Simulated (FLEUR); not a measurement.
Runs of FLEUR MaX-R8.1 (patched build s14) on C. Symmetry: Fd-3m, No. 227, cubic system. The conventional cell has a = 3.567 Å, b = 3.567 Å, c = 3.567 Å, α = 90.00°, β = 90.00°, γ = 90.00°. C (site symmetry -43m) has 4 C at 1.54 Å as nearest neighbours. This isn't the form of C at room conditions, which is graphite.

```csv
task,level,k mesh,gmax,muffin-tin radii,lmax,max iterations,mixing factor,kmax,mesh quality,gap on the mesh (eV),V0 of scaled cells (Å³/atom),B0 (GPa)
single point,HSE06,6 × 6 × 6,16.1 1/bohr,C 1.35 bohr,C 8,30,0.05,5.19 1/bohr,coarse,(b),-,-
single point,PBE,6 × 6 × 6,16.1 1/bohr,C 1.35 bohr,C 8,60,0.05,5.19 1/bohr,coarse,4.16,-,-
band structure,LDA (von Barth-Hedin),13 × 13 × 13,15.6 1/bohr,C 1.35 bohr,C 5,60,0.05,5.04 1/bohr,not flagged,4.12,-,-
single point,PBE0,6 × 6 × 6,16.5 1/bohr,C 1.35 bohr,C 8,30,0.05,5.33 1/bohr,coarse,6.10,-,-
band structure,LDA (Perdew-Zunger),13 × 13 × 13,15.6 1/bohr,C 1.35 bohr,C 5,60,0.05,5.04 1/bohr,not flagged,4.11,-,-
equation of state,LDA (Perdew-Zunger),13 × 13 × 13,16.1 1/bohr,C 1.31 bohr,C 5,-,-,5.19 1/bohr,not flagged,-,5.56,471
equation of state,LDA (von Barth-Hedin),13 × 13 × 13,16.1 1/bohr,C 1.31 bohr,C 5,-,-,5.19 1/bohr,not flagged,-,(a),477
```

Alike in all rows: potentials or basis all-electron, FLAPW; no spin polarisation; cell as given; smearing fermi-dirac 0.05 eV.

Problem. Estimate the missing entries.

Solution. (a) 5.53; (b) 5.32.

Caveats: some runs use coarse meshes; core states are solved in the semilocal potential (some runs); small basis for a fit (some runs).

A k mesh can miss the band edges.
